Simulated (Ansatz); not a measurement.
Method: DFT PBE, scalar-relativistic, plane waves, PAW (Ansatz 0.2.0). All cells share a 420 eV cutoff and Γ-centred k meshes spaced at most about 0.3 Å⁻¹ (about 0.25 or finer for metals, 2π included). No spin polarisation.

Temperature and zero-point effects are left out.

Compare these two cells of TaSi2, each relaxed at this level.

A.

Space group I4/mmm (No. 139). a = 3.284 Å, b = 3.284 Å, c = 8.212 Å, α = 90.00°, β = 90.00°, γ = 90.00°
| atom | site | symmetry | x | y | z |
| --- | --- | --- | --- | --- | --- |
| Ta | 2a | 4/mmm | 0.0000 | 0.0000 | 0.0000 |
| Si | 4e | 4mm | 0.0000 | 0.0000 | 0.3318 |

B.

Space group Fddd:1 (No. 70). a = 4.799 Å, b = 8.537 Å, c = 8.661 Å, α = 90.00°, β = 90.00°, γ = 90.00°
```tsv
atom	site	symmetry	x	y	z
Ta	8b	222	0.5000	0.0000	0.0000
Si	16f	.2.	0.0000	0.8495	0.0000
```

Problem. Which is lower in energy, and by how much?

Solution. B is lower, by 40 meV/atom. A has the MoSi2 (C11b) type, space group I4/mmm (No. 139), 14.8 Å³/atom and no gap on its mesh; B has space group Fddd (No. 70), 14.8 Å³/atom and no gap. Counting Si atoms around Ta (those within 1.25 times the shortest such distance or 1.15 times the sum of covalent radii, 1.27 where that leaves under three; a plus sign parts nearer from farther groups), A has Ta 10 and B has Ta 8+2. B holds Si–Si bonds in all directions (shortest 2.51 Å); in A the shortest Si–Si distance is 2.68 Å, near bonding range too. Both come from invented guesses. The lowest form computed isn't among them: it has space group P6_422 (No. 181), 14.7 Å³/atom, is reached from a cell as deposited in COD and lies 31 meV/atom below the best shown.

These runs have no spin–orbit coupling, which can matter for Ta. Cells relaxed within their symmetry can be saddle points. Some candidate types were left out of the draw beforehand, so a known form may be missing.
